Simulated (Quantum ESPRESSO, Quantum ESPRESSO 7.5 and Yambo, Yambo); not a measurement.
**Quasiparticle gap of GaN (P6_3mc) in Yambo**

Wanted: ground state, empty states, screening and self-energy for GaN (P6_3mc).

Calculated with Quantum ESPRESSO 7.5 and Yambo 5.3.0; PBE and many-body steps on it, plane waves.

The database entry behind the starting cell differs from later determinations by our own check (about 0.3 % short, ideal inner coordinate), so it need not match the best structure at ambient conditions.

**1. Set-up**

Symmetry: P6_3mc, No. 186, hexagonal system. The conventional cell has a = 3.180 Å, b = 3.180 Å, c = 5.166 Å, α = 90.00°, β = 90.00°, γ = 120.00°. Ga has 4 N at 1.94 to 1.95 Å nearest. Nearest to N lie 4 Ga at 1.94 to 1.95 Å. Farther neighbours and most contacts between anions are not listed.

The cell and positions come from the Crystallography Open Database and are kept as given unless a step says otherwise.

**2. Ground state**

This step: Quantum ESPRESSO 7.5; DFT, PBE, plane waves, norm-conserving pseudopotentials.

The ground-state density comes first.

File pw.in:

```
&control
  calculation = 'scf'
  prefix = 'x'
  outdir = 'o'
  pseudo_dir = 'pseudo'
/
&system
  ibrav = 0
  nat = 4
  ntyp = 2
  ecutwfc = 104.0
  nbnd = 32
  force_symmorphic = .true.
/
&electrons
  conv_thr = 1e-10
  electron_maxstep = 80
  mixing_beta = 0.5
/
ATOMIC_SPECIES
  Ga 69.723 Ga.upf
  N 14.007 N.upf
CELL_PARAMETERS angstrom
  3.1800000000 0.0000000000 0.0000000000
  -1.5900000000 2.7539607840 0.0000000000
  0.0000000000 0.0000000000 5.1660000000
ATOMIC_POSITIONS crystal
  Ga 0.3333333333 0.6666666667 0.0000000000
  Ga 0.6666666667 0.3333333333 0.5000000000
  N 0.3333333333 0.6666666667 0.3750000000
  N 0.6666666667 0.3333333333 0.8750000000
K_POINTS automatic
  6 6 4 0 0 0
```

Started as:

```
OMP_NUM_THREADS=1 mpirun -n 4 pw.x -nk 4 -in pw.in > pw.out
```

Log:

```text
Program PWSCF v.7.5 starts

     This program is part of the open-source Quantum ESPRESSO suite
     for quantum simulation of materials; please cite
         "P. Giannozzi et al., J. Phys.:Condens. Matter 21 395502 (2009);
         "P. Giannozzi et al., J. Phys.:Condens. Matter 29 465901 (2017);
         "P. Giannozzi et al., J. Chem. Phys. 152 154105 (2020);
     in publications or presentations arising from this work. More details at
     Message from routine setup:
     using ibrav=0 with symmetry is DISCOURAGED, use correct ibrav instead

     G-vector sticks info

     bravais-lattice index     =            0
     lattice parameter (alat)  =       6.0093  a.u.
     unit-cell volume          =     305.3064 (a.u.)^3
     number of atoms/cell      =            4
     number of atomic types    =            2
     number of electrons       =        52.00
     number of Kohn-Sham states=           32
     kinetic-energy cutoff     =     104.0000  Ry
     charge density cutoff     =     416.0000  Ry
     scf convergence threshold =      1.0E-10
     mixing beta               =       0.5000
     number of iterations used =            8  plain     mixing
     Exchange-correlation= PBE
                           (   1   4   3   4   0   0   0)

     celldm(1)=   6.009329  celldm(2)=   0.000000  celldm(3)=   0.000000
     celldm(4)=   0.000000  celldm(5)=   0.000000  celldm(6)=   0.000000

     crystal axes: (cart. coord. in units of alat)
               a(1) = (   1.000000   0.000000   0.000000 )
               a(2) = (  -0.500000   0.866025   0.000000 )
               a(3) = (   0.000000   0.000000   1.624528 )

     reciprocal axes: (cart. coord. in units 2 pi/alat)
               b(1) = (  1.000000  0.577350 -0.000000 )
               b(2) = (  0.000000  1.154701  0.000000 )
               b(3) = (  0.000000 -0.000000  0.615563 )
     Pseudo is Norm-conserving + core correction, Zval = 21.0
     Generated using ONCVPSP code by D. R. Hamann
     Using radial grid of 1902 points,  6 beta functions with:
     Pseudo is Norm-conserving + core correction, Zval =  5.0
     Generated using ONCVPSP code by D. R. Hamann
     Using radial grid of 1058 points,  4 beta functions with:
     Ga               21.00    69.72300     Ga( 1.00)
     N                 5.00    14.00700     N ( 1.00)

      6 Sym. Ops. (no inversion) found

   Cartesian axes

     site n.     atom                  positions (alat units)
         1        Ga     tau(   1) = (  -0.0000000   0.5773503   0.0000000  )
         2        Ga     tau(   2) = (   0.5000000   0.2886751   0.8122642  )
         3        N      tau(   3) = (  -0.0000000   0.5773503   0.6091981  )
         4        N      tau(   4) = (   0.5000000   0.2886751   1.4214623  )

     number of k points=    24
                       cart. coord. in units 2pi/alat
        k(    1) = (   0.0000000   0.0000000   0.0000000), wk =   0.0138889
        k(    2) = (   0.0000000   0.0000000   0.1538908), wk =   0.0277778
        k(    3) = (   0.0000000   0.0000000  -0.3077816), wk =   0.0138889
        k(    4) = (   0.0000000   0.1924501   0.0000000), wk =   0.0833333
        k(    5) = (   0.0000000   0.1924501   0.1538908), wk =   0.0833333
        k(    6) = (   0.0000000   0.1924501  -0.3077816), wk =   0.0833333
        k(    7) = (   0.0000000   0.3849002   0.0000000), wk =   0.0833333
        k(    8) = (   0.0000000   0.3849002   0.1538908), wk =   0.0833333
        k(    9) = (   0.0000000   0.3849002  -0.3077816), wk =   0.0833333
        k(   10) = (   0.0000000  -0.5773503   0.0000000), wk =   0.0416667
     [... 12 further rows ...]
        k(   23) = (   0.0000000  -0.3849002   0.1538908), wk =   0.0833333
        k(   24) = (  -0.1666667  -0.4811252   0.1538908), wk =   0.1666667

     Dense  grid:    43821 G-vectors     FFT dimensions: (  40,  40,  64)

     Initial potential from superposition of free atoms

     starting charge      51.9946, renormalised to      52.0000
     Starting wfcs are   34 randomized atomic wfcs

     per-process dynamical memory:    44.7 Mb

     Self-consistent Calculation

     iteration #  1     ecut=   104.00 Ry     beta= 0.50

     total energy              =   -1034.59497690 Ry
     estimated scf accuracy    <       1.05662251 Ry

     iteration #  2     ecut=   104.00 Ry     beta= 0.50

     total energy              =   -1034.91117966 Ry
     estimated scf accuracy    <       0.20104758 Ry

     iteration #  3     ecut=   104.00 Ry     beta= 0.50

     total energy              =   -1034.94296047 Ry
     estimated scf accuracy    <       0.00703935 Ry

     iteration #  4     ecut=   104.00 Ry     beta= 0.50

     total energy              =   -1034.94329874 Ry
     estimated scf accuracy    <       0.00158133 Ry

     iteration #  5     ecut=   104.00 Ry     beta= 0.50

     total energy              =   -1034.94366993 Ry
     estimated scf accuracy    <       0.00005905 Ry

     iteration #  6     ecut=   104.00 Ry     beta= 0.50

     total energy              =   -1034.94367938 Ry
     estimated scf accuracy    <       0.00004000 Ry

     iteration #  7     ecut=   104.00 Ry     beta= 0.50

     total energy              =   -1034.94368626 Ry
     estimated scf accuracy    <       0.00000012 Ry

     iteration #  8     ecut=   104.00 Ry     beta= 0.50

     total energy              =   -1034.94368626 Ry
     estimated scf accuracy    <       0.00000056 Ry

     iteration #  9     ecut=   104.00 Ry     beta= 0.50

     total energy              =   -1034.94368625 Ry
     estimated scf accuracy    <       0.00000007 Ry

     iteration # 10     ecut=   104.00 Ry     beta= 0.50

     total energy              =   -1034.94368628 Ry
     estimated scf accuracy    <       0.00000002 Ry

     iteration # 11     ecut=   104.00 Ry     beta= 0.50

     total energy              =   -1034.94368628 Ry
     estimated scf accuracy    <          2.7E-10 Ry

     iteration # 12     ecut=   104.00 Ry     beta= 0.50

     End of self-consistent calculation

          k = 0.0000 0.0000 0.0000 (  5455 PWs)   bands (ev):

  -130.2435-130.2435 -80.9841 -80.9841 -80.9840 -80.9838 -80.9838 -80.9826
    -4.1846  -3.2664  -1.6792  -1.6580  -1.6580  -1.5951  -1.5951  -1.4088
    -1.4088  -1.3069  -1.3069  -0.0199   4.7284  10.7982  10.7982  11.7957
    11.8561  11.8561  13.8570  16.1938  21.1147  21.8318  21.8318  22.7620

          k = 0.0000 0.0000 0.1539 (  5486 PWs)   bands (ev):

  -130.2435-130.2435 -80.9841 -80.9841 -80.9840 -80.9840 -80.9839 -80.9829
    -4.0061  -3.3385  -1.6545  -1.6545  -1.6218  -1.6096  -1.6096  -1.3891
    -1.3891  -1.3173  -1.3173  -0.5871   5.8002  10.3125  10.9464  10.9464
    11.6945  11.6945  15.0362  16.2987  20.7304  21.5350  21.9164  21.9164

          k = 0.0000 0.0000-0.3078 (  5444 PWs)   bands (ev):

  -130.2435-130.2435 -80.9840 -80.9840 -80.9840 -80.9840 -80.9833 -80.9833
    -3.6146  -3.6146  -1.6371  -1.6371  -1.6371  -1.6371  -1.3483  -1.3483
    -1.3483  -1.3483  -1.3210  -1.3210   7.9933   7.9933  11.3138  11.3138
    11.3138  11.3138  16.1767  16.1767  20.4274  20.4274  22.3487  22.3487

          k = 0.0000 0.1925 0.0000 (  5469 PWs)   bands (ev):

     [... further k-points ...]

     highest occupied, lowest unoccupied level (ev):    11.8561   13.8570

!    total energy              =   -1034.94368628 Ry
     estimated scf accuracy    <          1.0E-11 Ry

     The total energy is the sum of the following terms:
     one-electron contribution =    -776.88336195 Ry
     hartree contribution      =     400.84173509 Ry
     xc contribution           =    -115.94320045 Ry
     ewald contribution        =    -542.95885897 Ry

     convergence has been achieved in  12 iterations

     XML data file, charge density, pseudopotentials, collected wavefunctions

=------------------------------------------------------------------------------=
   JOB DONE.
=------------------------------------------------------------------------------=
```

The job ended after 15 s (4 MPI ranks of Arm Neoverse V2, shared host; peak memory 0.38 GiB; 60 s of CPU time).

Numbers from this step:

```
total energy               : -14081.1262 eV
gap                        : 2.001 eV
k of the valence top       : 0, 0, 0
k of the conduction bottom : 0, 0, 0
least direct gap           : 2.001 eV
```

The gap is direct, at Γ.

**3. Bands along the symmetry lines**

Levels along a band path, at the cheap level, show where the edges lie and whether the meshes to come will hold them.

File pw.in:

```
&control
  calculation = 'bands'
  prefix = 'x'
  outdir = 'o'
  pseudo_dir = 'pseudo'
/
&system
  ibrav = 0
  nat = 4
  ntyp = 2
  ecutwfc = 104.0
  nbnd = 32
  force_symmorphic = .true.
/
&electrons
  conv_thr = 1e-9
  electron_maxstep = 80
  diago_full_acc = .true.
  diago_thr_init = 5e-6
/
ATOMIC_SPECIES
  Ga 69.723 Ga.upf
  N 14.007 N.upf
CELL_PARAMETERS angstrom
  3.1800000000 0.0000000000 0.0000000000
  -1.5900000000 2.7539607840 0.0000000000
  0.0000000000 0.0000000000 5.1660000000
ATOMIC_POSITIONS crystal
  Ga 0.3333333333 0.6666666667 0.0000000000
  Ga 0.6666666667 0.3333333333 0.5000000000
  N 0.3333333333 0.6666666667 0.3750000000
  N 0.6666666667 0.3333333333 0.8750000000
K_POINTS crystal
  75
  0.00000000 0.00000000 0.00000000 1
  0.06250000 0.00000000 0.00000000 1
  0.12500000 0.00000000 0.00000000 1
  0.18750000 0.00000000 0.00000000 1
  0.25000000 0.00000000 0.00000000 1
  0.31250000 0.00000000 0.00000000 1
  0.37500000 0.00000000 0.00000000 1
  0.43750000 0.00000000 0.00000000 1
  0.50000000 0.00000000 0.00000000 1
  0.47916667 0.04166667 0.00000000 1
  0.45833333 0.08333333 0.00000000 1
  0.43750000 0.12500000 0.00000000 1
  0.41666666 0.16666666 0.00000000 1
  0.39583333 0.20833333 0.00000000 1
  0.37500000 0.25000000 0.00000000 1
  0.35416666 0.29166666 0.00000000 1
  0.33333333 0.33333333 0.00000000 1
  0.29166666 0.29166666 0.00000000 1
  0.25000000 0.25000000 0.00000000 1
  0.20833333 0.20833333 0.00000000 1
  0.16666666 0.16666666 0.00000000 1
  0.12500000 0.12500000 0.00000000 1
  0.08333333 0.08333333 0.00000000 1
  0.04166667 0.04166667 0.00000000 1
  0.00000000 0.00000000 0.00000000 1
  0.00000000 0.00000000 0.06250000 1
  0.00000000 0.00000000 0.12500000 1
  0.00000000 0.00000000 0.18750000 1
  0.00000000 0.00000000 0.25000000 1
  0.00000000 0.00000000 0.31250000 1
  0.00000000 0.00000000 0.37500000 1
  0.00000000 0.00000000 0.43750000 1
  0.00000000 0.00000000 0.50000000 1
  0.06250000 0.00000000 0.50000000 1
  0.12500000 0.00000000 0.50000000 1
  0.18750000 0.00000000 0.50000000 1
  0.25000000 0.00000000 0.50000000 1
  0.31250000 0.00000000 0.50000000 1
  0.37500000 0.00000000 0.50000000 1
  0.43750000 0.00000000 0.50000000 1
  0.50000000 0.00000000 0.50000000 1
  0.47916667 0.04166667 0.50000000 1
  0.45833333 0.08333333 0.50000000 1
  0.43750000 0.12500000 0.50000000 1
  0.41666666 0.16666666 0.50000000 1
  0.39583333 0.20833333 0.50000000 1
  0.37500000 0.25000000 0.50000000 1
  0.35416666 0.29166666 0.50000000 1
  0.33333333 0.33333333 0.50000000 1
  0.29166666 0.29166666 0.50000000 1
  0.25000000 0.25000000 0.50000000 1
  0.20833333 0.20833333 0.50000000 1
  0.16666666 0.16666666 0.50000000 1
  0.12500000 0.12500000 0.50000000 1
  0.08333333 0.08333333 0.50000000 1
  0.04166667 0.04166667 0.50000000 1
  0.00000000 0.00000000 0.50000000 1
  0.50000000 0.00000000 0.50000000 1
  0.50000000 0.00000000 0.43750000 1
  0.50000000 0.00000000 0.37500000 1
  0.50000000 0.00000000 0.31250000 1
  0.50000000 0.00000000 0.25000000 1
  0.50000000 0.00000000 0.18750000 1
  0.50000000 0.00000000 0.12500000 1
  0.50000000 0.00000000 0.06250000 1
  0.50000000 -0.00000000 0.00000000 1
  0.33333333 0.33333333 0.50000000 1
  0.33333333 0.33333333 0.43750000 1
  0.33333333 0.33333333 0.37500000 1
  0.33333333 0.33333333 0.31250000 1
  0.33333333 0.33333333 0.25000000 1
  0.33333333 0.33333333 0.18750000 1
  0.33333333 0.33333333 0.12500000 1
  0.33333333 0.33333333 0.06250000 1
  0.33333333 0.33333333 0.00000000 1
```

Log:

```text
[banner, memory and clock lines left out]
Program PWSCF v.7.5 starts

     Atomic positions and unit cell read from directory:
     o/x.save/

     Message from routine setup:
     using ibrav=0 with symmetry is DISCOURAGED, use correct ibrav instead

     G-vector sticks info

     bravais-lattice index     =            0
     lattice parameter (alat)  =       6.0093  a.u.
     unit-cell volume          =     305.3064 (a.u.)^3
     number of atoms/cell      =            4
     number of atomic types    =            2
     number of electrons       =        52.00
     number of Kohn-Sham states=           32
     kinetic-energy cutoff     =     104.0000  Ry
     charge density cutoff     =     416.0000  Ry
     Exchange-correlation= PBE
                           (   1   4   3   4   0   0   0)

     celldm(1)=   6.009329  celldm(2)=   0.000000  celldm(3)=   0.000000
     celldm(4)=   0.000000  celldm(5)=   0.000000  celldm(6)=   0.000000

     crystal axes: (cart. coord. in units of alat)
               a(1) = (   1.000000   0.000000   0.000000 )
               a(2) = (  -0.500000   0.866025   0.000000 )
               a(3) = (   0.000000   0.000000   1.624528 )

     reciprocal axes: (cart. coord. in units 2 pi/alat)
               b(1) = (  1.000000  0.577350 -0.000000 )
               b(2) = (  0.000000  1.154701  0.000000 )
               b(3) = (  0.000000 -0.000000  0.615563 )
     Pseudo is Norm-conserving + core correction, Zval = 21.0
     Generated using ONCVPSP code by D. R. Hamann
     Using radial grid of 1902 points,  6 beta functions with:
     Pseudo is Norm-conserving + core correction, Zval =  5.0
     Generated using ONCVPSP code by D. R. Hamann
     Using radial grid of 1058 points,  4 beta functions with:
     Ga               21.00    69.72300     Ga( 1.00)
     N                 5.00    14.00700     N ( 1.00)

      6 Sym. Ops. (no inversion) found

   Cartesian axes

     site n.     atom                  positions (alat units)
         1        Ga     tau(   1) = (  -0.0000000   0.5773503   0.0000000  )
         2        Ga     tau(   2) = (   0.5000000   0.2886751   0.8122642  )
         3        N      tau(   3) = (  -0.0000000   0.5773503   0.6091981  )
         4        N      tau(   4) = (   0.5000000   0.2886751   1.4214623  )

     number of k points=    75
                       cart. coord. in units 2pi/alat
        k(    1) = (   0.0000000   0.0000000   0.0000000), wk =   0.0266667
        k(    2) = (   0.0625000   0.0360844   0.0000000), wk =   0.0266667
        k(    3) = (   0.1250000   0.0721688   0.0000000), wk =   0.0266667
[...]
[... 63 further rows ...]
        k(   74) = (   0.3333333   0.5773503   0.0384727), wk =   0.0266667
        k(   75) = (   0.3333333   0.5773503   0.0000000), wk =   0.0266667

     Dense  grid:    43821 G-vectors     FFT dimensions: (  40,  40,  64)

     The potential is recalculated from file :
     o/x.save/charge-density

     Starting wfcs are   34 randomized atomic wfcs

     Band Structure Calculation

     End of band structure calculation

          k = 0.0000 0.0000 0.0000 (  5455 PWs)   bands (ev):

  -130.2435-130.2435 -80.9841 -80.9841 -80.9840 -80.9838 -80.9838 -80.9826
    -4.1846  -3.2664  -1.6792  -1.6580  -1.6580  -1.5951  -1.5951  -1.4088
    -1.4088  -1.3069  -1.3069  -0.0199   4.7284  10.7982  10.7982  11.7957
    11.8561  11.8561  13.8570  16.1938  21.1147  21.8318  21.8318  22.7620

          k = 0.0625 0.0361 0.0000 (  5481 PWs)   bands (ev):

  -130.2435-130.2435 -80.9842 -80.9842 -80.9841 -80.9839 -80.9839 -80.9827
[...]
k = 0.1250 0.0722 0.0000 (  5461 PWs)   bands (ev):

  -130.2435-130.2435 -80.9842 -80.9842 -80.9840 -80.9840 -80.9839 -80.9827
[...]
k = 0.3333 0.5774 0.0385 (  5454 PWs)   bands (ev):

  -130.2435-130.2434 -80.9849 -80.9848 -80.9848 -80.9845 -80.9832 -80.9832
[...]
k = 0.3333 0.5774 0.0000 (  5460 PWs)   bands (ev):

  -130.2435-130.2434 -80.9849 -80.9848 -80.9848 -80.9845 -80.9832 -80.9832
[...]
-1.3740  -1.3270   0.4004   0.4004   6.5142   6.5142   6.5319   8.8243
     8.8243   9.1487  17.0135  19.7504  19.7504  20.2990  21.8010  21.8010

     XML data file, pseudopotentials, collected wavefunctions
```

Wall time 9.2 s (4 MPI ranks); peak memory 0.29 GiB.

This step gave:

```
gap                        : 2.001 eV
k of the valence top       : 0, 0, 0
k of the conduction bottom : 0, 0, 0
least direct gap           : 2.001 eV
```

The gap is 2.001 eV, as in the run before at this level.

Electronic bands along the path, in eV, zero at the top of the highest filled band:

```
    point  band 23  band 24  band 25  band 26  band 27  band 28  band 29  band 30
        Γ    -1.06    -0.06     0.00     0.00     2.00     4.34     9.26     9.98
  halfway    -2.86    -2.01    -0.74    -0.49     4.36     6.01     7.42     8.59
        M    -4.26    -2.77    -2.25    -0.98     5.11     5.64     6.10     8.68
  halfway    -4.27    -3.57    -2.41    -1.87     5.63     6.67     6.70     8.52
        K    -5.32    -3.03    -3.03    -2.71     5.16     7.89     7.89     8.44
  halfway    -3.68    -2.41    -1.01    -0.93     5.01     6.94     7.32     7.71
        Γ    -1.06    -0.06     0.00     0.00     2.00     4.34     9.26     9.98
  halfway    -0.91    -0.91    -0.16    -0.16     3.18     4.44     8.87     9.68
        A    -0.54    -0.54    -0.54    -0.54     4.32     4.32     8.57     8.57
  halfway    -2.09    -2.09    -1.30    -1.30     5.30     5.30     7.72     7.72
        L    -1.95    -1.95    -1.92    -1.92     4.46     4.46     7.87     7.87
  halfway    -3.22    -3.22    -1.61    -1.61     5.42     5.42     8.19     8.19
        H    -4.21    -4.21    -1.50    -1.50     6.53     6.53     7.35     7.35
  halfway    -2.13    -2.13    -1.82    -1.82     5.72     5.72     7.73     7.73
        A    -0.54    -0.54    -0.54    -0.54     4.32     4.32     8.57     8.57
jump to L    -1.95    -1.95    -1.92    -1.92     4.46     4.46     7.87     7.87
  halfway    -3.33    -2.54    -1.72    -1.29     4.37     5.14     7.63     7.93
        M    -4.26    -2.77    -2.25    -0.98     5.11     5.64     6.10     8.68
jump to H    -4.21    -4.21    -1.50    -1.50     6.53     6.53     7.35     7.35
  halfway    -5.02    -3.22    -2.22    -2.22     5.92     7.29     7.29     8.23
        K    -5.32    -3.03    -3.03    -2.71     5.16     7.89     7.89     8.44
```

[end of part 1 of 3]

[Paths, hosts, dates, memory and timing lines, banners, echoed tables and standing remarks are left out of the program output.]

[Logs are printed without paths, hosts, clocks, repeated set-up lines and the standing remarks that a program may print on its own settings, such as how far it seeks lower states.]

[Runs of the session that timed out or met a known fault of the program may be left out.]

[Hosts, paths, dates, database ids (printed as entryN), source tags and the programs' standing remarks are cut or masked in the printed files.]
